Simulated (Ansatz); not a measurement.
**Zirconium, omega (AlB2-type) under PBE: structure, energy and stiffness**

What does PBE give for zirconium in the omega (AlB2-type) structure? We relax it, solve it on a dense k-mesh, then scale the cell to 7 volumes from 88 to 112 % of the relaxed one and try a fit of the equation of state. The start is ferromagnetic. The k-meshes are 7×7×10 for the relaxation; 10×10×13 for the dense run; 8×8×11 for the volumes.

Computed with Ansatz 0.2.0 (DFT PBE, plane waves (420 eV) with PAW, scalar-relativistic, unless a step says otherwise).

### 1 Starting point

Symmetry: P6/mmm, No. 191, hexagonal system. The conventional cell has a = 5.086 Å, b = 5.086 Å, c = 3.118 Å, α = 90.00°, β = 90.00°, γ = 120.00°. Zr (site symmetry 6/mmm) is surrounded by 14 Zr at 3.12 to 3.32 Å. Around Zr (site symmetry -6m2) lie 11 Zr at 2.94 to 3.32 Å.

Coordinates:

```cif
data_structure
_symmetry_space_group_name_H-M 'P6/mmm'
_symmetry_Int_Tables_number 191
_cell_length_a 5.0860
_cell_length_b 5.0860
_cell_length_c 3.1177
_cell_angle_alpha 90.000
_cell_angle_beta 90.000
_cell_angle_gamma 120.000
_cell_volume 69.84
loop_
_atom_site_label
_atom_site_type_symbol
_atom_site_symmetry_multiplicity
_atom_site_Wyckoff_symbol
_atom_site_fract_x
_atom_site_fract_y
_atom_site_fract_z
_atom_site_occupancy
Zr1 Zr 1 a 0.00000 0.00000 0.00000 1
Zr2 Zr 2 d 0.33333 0.66667 0.50000 1
```

Starting moments (μB): +1 ×3.

### 2 Geometry optimisation

Contents of input.yaml:

```yaml
crystal:
  lattice:
    - [5.085992629, 0.0, 0.0]
    - [-2.5429963145, 4.4045988202, 0.0]
    - [0.0, 0.0, 3.1177134816]
  atoms:
    - { symbol: Zr, position: [0.0, 0.0, 0.0], spin: 1.0 }
    - { symbol: Zr, position: [0.3333333333, 0.6666666667, 0.5], spin: 1.0 }
    - { symbol: Zr, position: [0.6666666667, 0.3333333333, 0.5], spin: 1.0 }
hamiltonian:
  xc: pbe
  pseudopotentials:
    kind: paw
    azcp:
      Zr: "pseudopotentials/Zr.paw.azcp"
basis:
  ecutwfc: 420
  fft_grid_basis: typed
kpoints:
  mp_grid: { grid: [7, 7, 10], shift: [0, 0, 0] }
magnetization:
  spin_polarized: true
scf:
  occupations: { method: fermi_dirac, width: 0.05 }
relax:
  max_steps: 60
  f_tol: 0.01
  cell: {}
output:
  write_density: true
  write_potential: true
  elf: true
  volumetric_format: npy
```

Command:

```
$ ansatz run input.yaml --threads 2 --pin off --max-ram 6144MiB --backend cpu --events-out ev --progress --plain --runs-dir out
```

The runs that follow: Dense single point; At 88 % of the relaxed volume; At 92 % of the relaxed volume; At 96 % of the relaxed volume; At 100 % of the relaxed volume; At 104 % of the relaxed volume; At 108 % of the relaxed volume; At 112 % of the relaxed volume.

What does the calculation give? Wanted: space group; conventional cell; volume; shortest distance; gap on the mesh; magnetic state; relative to hcp; V₀, B₀, B₀′.

As calculated:

| quantity | value |
| --- | --- |
| space group (spins left aside) | P6/mmm (No. 191) |
| conventional cell | a = 5.042 Å, c = 3.148 Å (c/a = 0.624) |
| volume | 23.101 Å³/atom |
| shortest distance | 2.911 Å |
| gap on the mesh | none (levels filled in part) |
| magnetic state | non-magnetic |
| relative to hcp | -1 meV/atom |
| V₀, B₀, B₀′ | 23.105 Å³/atom, 95 GPa, 3.5 |

The relaxation shrank the cell by 0.8 % in volume. It lies 1 meV/atom below the element's reference form at the same level (hcp, from a run of its own), within what mesh and smearing can decide. The moments die out: the run ends non-magnetic. Levels at the Fermi energy are filled in part, as in a metal. B₀ comes out at 95 GPa; letting shape and positions relax at each volume could only lower it. The symmetry was held, so the structure may be unstable against distortions that break it.
